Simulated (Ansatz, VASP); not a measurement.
# CuO: VASP beside Ansatz

File POSCAR:

```
CuO
1.0
    2.8363251100      0.0000000000      0.0000000000
   -1.4181625500      2.4563296000      0.0000000000
    0.0000000000      0.0000000000      2.7681127800
Cu O
1 1
Direct
    0.0000000000      0.0000000000      0.0000000000
    0.6666666667      0.3333333333      0.5000000000
```

The input INCAR.step1:

```
PREC     = Accurate       # precision mode
ENCUT    = 520            # plane-wave cutoff, eV
ISMEAR   = 0              # smearing method
SIGMA    = 0.05           # smearing width, eV
LREAL    = False          # projectors in reciprocal space
LASPH    = True           # aspherical terms in the spheres
NELM     = 150            # most SCF steps
ISPIN    = 2              # spin polarisation
MAGMOM   = 0.55 0.58      # initial moments
LMAXMIX  = 4              # l up to which the mixer works
LDAU     = True           # DFT+U
LDAUTYPE = 2            
LDAUL    = 2 -1           # shell
LDAUU    = 4 0            # U, eV
LDAUJ    = 0 0          
NBANDS   = 20             # bands
GGA      = PE             # functional
ALGO     = Normal         # electronic algorithm
EDIFF    = 1E-4           # SCF threshold, eV
LWAVE    = True           # write WAVECAR
LCHARG   = False          # write CHGCAR
```

Contents of INCAR.step2:

```
PREC     = Accurate       # precision mode
ENCUT    = 520            # plane-wave cutoff, eV
EDIFF    = 1E-6           # SCF threshold, eV
ISMEAR   = 0              # smearing method
SIGMA    = 0.05           # smearing width, eV
LREAL    = False          # projectors in reciprocal space
LASPH    = True           # aspherical terms in the spheres
NELM     = 150            # most SCF steps
ALGO     = Normal         # electronic algorithm
ISIF     = 2              # what is computed and relaxed
LWAVE    = False          # write WAVECAR
LCHARG   = True           # write CHGCAR
ISPIN    = 2              # spin polarisation
MAGMOM   = 0.55 0.58      # initial moments
LORBIT   = 11             # projections on sites
LMAXMIX  = 4              # l up to which the mixer works
LDAU     = True           # DFT+U
LDAUTYPE = 2            
LDAUL    = 2 -1           # shell
LDAUU    = 4 0            # U, eV
LDAUJ    = 0 0          
LDAUPRINT= 1            
METAGGA  = R2SCAN         # meta-GGA
LMIXTAU  = True         
LELF     = True           # ELF
LVHAR    = True         
NBANDS   = 20             # bands
ISTART   = 1
```

Contents of KPOINTS:

```
Automatic mesh
0
Gamma
  8 8 7
```

Input for Ansatz:

```yaml
crystal:
  lattice:
    - [2.83632511, 0.0, 0.0]
    - [-1.41816255, 2.4563296, 0.0]
    - [0.0, 0.0, 2.76811278]
  atoms:
    - { symbol: Cu, position: [0.0, 0.0, 0.0], spin: 1.0 }
    - { symbol: O, position: [0.6666666667, 0.3333333333, 0.5] }
basis:
  ecutwfc: 500
  ecutrho_ratio: 4
kpoints:
  mp_grid: { grid: [8, 8, 7] }
hamiltonian:
  xc: r2scan
  hubbard:
    sites:
      - { site: 0, l: d, u_eff: 4.0, starting_ns: [{ spin: up, occupation_matrix: s0up }, { spin: down, occupation_matrix: s0down }] }
    occupation_matrices:
      s0up:
        matrix:
          - [0.97, 0.0, 0.0, 0.0, 0.0]
          - [0.0, 0.97, 0.0, 0.0, 0.0]
          - [0.0, 0.0, 0.97, 0.0, 0.0]
          - [0.0, 0.0, 0.0, 0.97, 0.0]
          - [0.0, 0.0, 0.0, 0.0, 0.97]
      s0down:
        matrix:
          - [0.97, 0.0, 0.0, 0.0, 0.0]
          - [0.0, 0.97, 0.0, 0.0, 0.0]
          - [0.0, 0.0, 0.02, 0.0, 0.0]
          - [0.0, 0.0, 0.0, 0.97, 0.0]
          - [0.0, 0.0, 0.0, 0.0, 0.97]
    ns_hold: { iters: 12 }
scf:
  occupations: { method: gaussian, width: 0.05 }
  lower_state_search: "off"
  max_iter: 150
output:
  forces: true
  stress: true
  eigenvalues: true
  populations: true
  hubbard: { sites: [{ site: 0, l: d }] }
magnetization:
  spin_polarized: true
```

Alike in both runs: task single point; functional r2SCAN; k mesh 8 × 8 × 7; occupations gaussian, width 0.05 eV; collinear spin; Hubbard terms Cu d U = 4.0 eV.

|  | VASP | Ansatz |
| --- | --- | --- |
| version | VASP 6.6.1 | Ansatz 0.2.0 |
| potentials or method | VASP PAW PBE potentials, release 64 (Cu, O) | scalar-relativistic, plane waves, PAW |
| plane-wave cutoff (eV) | 520 | 500 |
| valence electrons in the cell | 17 | 25 |

```tsv
	VASP	Ansatz	Ansatz less VASP
gap on the k mesh at the Fermi level (eV)	none	none	-
pressure (GPa)	-7.8	-3.4	+4.38
largest component of the traceless stress (GPa)	8.23	6.74	-1.495
rms of the force components (eV/Å)	0.000	0.430	+0.4301
net moment per atom (μB)	0.50	0.50	0.000
size of the moment on the site where the two differ most (μB)	0.49	0.53	+0.044
```

Site moments also hang on the region over which each program counts them. The programs project onto different local orbitals, so the same U acts differently. Atom by atom the forces differ by 0.430 eV/Å (rms over components). A gap of «none» marks a metal or a gap that the smearing closes. The two sets of potentials don't hold the same shells in valence. Ansatz warned: «filled_band_counts_differ_across_k_points».

Caveats: the PAW data sets were made with another functional, which shifts forces and pressure a little (VASP); a cell with one magnetic atom can't hold antiferromagnetic order, which such compounds often take. The state reached can hang on the start; a lower one may exist.
